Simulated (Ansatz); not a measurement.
# GaN: stable or not

It was relaxed at this level from a cell as deposited in COD.

The calculation used DFT PBE, scalar-relativistic, plane waves, PAW in Ansatz 0.2.0. The final run on the 4-atom cell used 420 eV, a Γ-centred 12×12×6 mesh, 0.02 eV smearing and no spin polarisation.

```xyz
4
Lattice="3.2184 0.0000 0.0000 -1.6092 2.7872 0.0000 0.0000 0.0000 5.2431" Properties=species:S:1:pos:R:3 pbc="T T T"
Ga    0.0000    1.8582    5.2385
Ga    1.6092    0.9291    2.6170
N     0.0000    1.8582    1.9707
N     1.6092    0.9291    4.5923
```

Energies over the elements count from the elements' standard structures at the same level (N₂ as a molecule), with no fitted energy shifts.

Question: These tests were run: energy against the elements; random kick, then relaxation without symmetry; phonons on a 3×3×1 q mesh; elastic tensor. What do they show?

Answer:

```
                                         test                         result
                  energy against the elements                 −0.443 eV/atom
random kick, then relaxation without symmetry                        returns
                    phonons on a 3×3×1 q mesh  no imaginary mode on the mesh
                               elastic tensor        least eigenvalue 89 GPa
```

It fails none of these tests. Competing phases weren't compared here.

The kick test ran on a coarse mesh. The run for the phonons used a 12×12×6 k mesh. The run for the elastic tensor used a 12×12×6 k mesh.
